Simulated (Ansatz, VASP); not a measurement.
## Ge: VASP beside Ansatz

```
Ge
1.0
     3.66747    2.11741    6.71774
    -3.66747    2.11741    6.71774
     0.00000   -4.23483    6.71774
Ge
12
Direct
  0.02225 0.64199 0.02225
  0.02225 0.02225 0.64199
  0.64199 0.02225 0.02225
  0.97775 0.35801 0.97775
  0.35801 0.97775 0.97775
  0.97775 0.97775 0.35801
  0.23663 0.61762 0.23663
  0.23663 0.23663 0.61762
  0.61762 0.23663 0.23663
  0.76337 0.38238 0.76337
  0.38238 0.76337 0.76337
  0.76337 0.76337 0.38238
```

Alike in both runs: functional PBE; k mesh 3 × 3 × 3; occupations gaussian, width 0.1 eV; no spin polarisation.

Ansatz relaxed the structure, and its values are those at the end. VASP's run is a single point on that final structure, the one shown.

```csv
,VASP,Ansatz
version,VASP 6.6.1,Ansatz 0.2.0
potentials or method,"VASP PAW PBE potentials, release 64 (Ge_d)","scalar-relativistic, plane waves, PAW"
plane-wave cutoff (eV),520,420
valence electrons in the cell,168,168
```

Ansatz gave:

| Quantity | Value |
| --- | --- |
| gap on the k mesh at the Fermi level (eV) | none |
| pressure (GPa) | 0.0 |
| rms of the force components (eV/Å) | 0.007 |

Task: What did VASP give for the same quantities?

Result: gap on the k mesh at the Fermi level (eV): none; pressure (GPa): 0.0; rms of the force components (eV/Å): 0.010.

A gap of «none» marks a metal or a gap that the smearing closes. The functional is the same, so the differences come from potentials, cutoffs and numerics.
